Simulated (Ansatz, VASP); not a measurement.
## Ce in VASP and in Ansatz

INCAR

```
ALGO     = Normal         # electronic algorithm
EDIFF    = 1E-8           # SCF threshold, eV
ENCUT    = 520            # plane-wave cutoff, eV
ISIF     = 2              # what is computed and relaxed
ISMEAR   = -1             # smearing method
LASPH    = T              # aspherical terms in the spheres
LCHARG   = F              # write CHGCAR
LEFG     = T            
LREAL    = F              # projectors in reciprocal space
LWAVE    = F              # write WAVECAR
NBANDS   = 19             # bands
NELM     = 100            # most SCF steps
PREC     = Accurate       # precision mode
SIGMA    = 0.05           # smearing width, eV
```

KPOINTS

```
k-points
0
Gamma
  15 15 7
```

Contents of POSCAR:

```
Ce
1.0
    3.2255505688      0.0000000000      0.0000000000
   -1.6127752844      2.7934087338      0.0000000000
    0.0000000000      0.0000000000      5.9812049394
Ce
2
Direct
    0.3333333333      0.6666666667      0.2500000000
    0.6666666667      0.3333333333      0.7500000000
```

Input for Ansatz:

```yaml
crystal:
  lattice:
    - [3.2255505688, 0.0, 0.0]
    - [-1.6127752844, 2.7934087338, 0.0]
    - [0.0, 0.0, 5.9812049394]
  atoms:
    - { symbol: Ce, position: [0.3333333333, 0.6666666667, 0.25] }
    - { symbol: Ce, position: [0.6666666667, 0.3333333333, 0.75] }
kpoints:
  mp_grid: { grid: [15, 15, 7] }
scf:
  occupations: { method: fermi_dirac, width: 0.05 }
hamiltonian:
  xc: lda
  pseudopotentials: { kind: all_electron, datasets: crystal }
output:
  forces: true
  stress: true
  eigenvalues: true
  efg: { contact_densities: true }
```

Change from the starting cell: volume scaled by 1.06, crystal datasets.

Alike in both runs: task electric field gradients; functional LDA; k mesh 15 × 15 × 7; occupations fermi-dirac, width 0.05 eV; no spin polarisation.

```csv
,VASP,Ansatz
version,VASP 6.6.1,Ansatz 0.2.0
potentials or method,"VASP PAW LDA potentials, release 64 (Ce)","all-electron PAW with datasets made for the crystal, scalar-relativistic"
plane-wave cutoff (eV),520,see its input
```

```csv
,VASP,Ansatz,Ansatz less VASP
pressure (GPa),-6.4,-6.1,+0.34
largest component of the traceless stress (GPa),0.67,0.70,+0.022
Vzz of the field gradient on the site that differs most (V/Å²),-125.5,-108.0,+17.46
```

Ansatz ran all-electron here, so the differences hold the error of VASP's frozen core and of both bases. Ansatz warned: «gradients_without_spin_orbit».

Spin-orbit coupling is left out, which matters for the levels of Ce. Spin polarisation is off, so any magnetic state and its effect on volume and gap are missing.
